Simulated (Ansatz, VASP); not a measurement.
I in VASP and in Ansatz

Contents of INCAR:

```
SYSTEM = I
ALGO     = Normal         ! electronic algorithm
EDIFF    = 1E-7           ! SCF threshold, eV
ENCUT    = 520            ! plane-wave cutoff, eV
GGA      = PE             ! functional
ISIF     = 2              ! what is computed and relaxed
ISMEAR   = -1             ! smearing method
LASPH    = .True.         ! aspherical terms in the spheres
LCHARG   = .False.        ! write CHGCAR
LREAL    = .False.        ! projectors in reciprocal space
LWAVE    = .False.        ! write WAVECAR
NBANDS   = 10             ! bands
NELM     = 100            ! most SCF steps
PREC     = Accurate       ! precision mode
SIGMA    = 0.05           ! smearing width, eV
```

File KPOINTS:

```
k-points
0
Gamma
  9 9 9
  0 0 0
```

File POSCAR:

```
I
1.0
   -2.0893754423      2.0893754423      2.0893754423
    2.0893754423     -2.0893754423      2.0893754423
    2.0893754423      2.0893754423     -2.0893754423
I
1
Direct
    0.0000000000      0.0000000000      0.0000000000
```

File input.yaml:

```yaml
crystal:
  lattice:
    - [-2.0893754423, 2.0893754423, 2.0893754423]
    - [2.0893754423, -2.0893754423, 2.0893754423]
    - [2.0893754423, 2.0893754423, -2.0893754423]
  atoms:
    - { symbol: I, position: [0.0, 0.0, 0.0] }
hamiltonian:
  xc: pbe
  pseudopotentials: { kind: paw }
kpoints:
  mp_grid: { grid: [9, 9, 9] }
scf:
  occupations: { method: fermi_dirac, width: 0.05 }
output:
  forces: true
  stress: true
  eigenvalues: true
  write_density: true
  write_potential: true
  elf: true
  volumetric_format: npy
```

The real solid is made of molecules; this cell is a model form.

Alike in both runs: task single point; functional PBE; k mesh 9 × 9 × 9; occupations fermi-dirac, width 0.05 eV; no spin polarisation.

|  | VASP | Ansatz |
| --- | --- | --- |
| version | VASP 6.6.1 | Ansatz 0.2.0 |
| potentials or method | VASP PAW PBE potentials, release 64 (I) | Ansatz PAW |
| plane-wave cutoff (eV) | 520 | 420 |
| valence electrons in the cell | 7 | 17 |

|  | VASP | Ansatz | Ansatz less VASP |
| --- | --- | --- | --- |
| gap on the k mesh at the Fermi level (eV) | none | none | - |
| pressure (GPa) | -0.2 | -0.2 | +0.02 |

A gap of «none» marks a metal or a gap that the smearing closes. The two sets of potentials don't hold the same shells in valence.

Caveats: an odd number of electrons without spin polarisation forces a metal; a magnetic or distorted state may lie lower. The runs have no spin-orbit coupling, so splittings on I are missing.
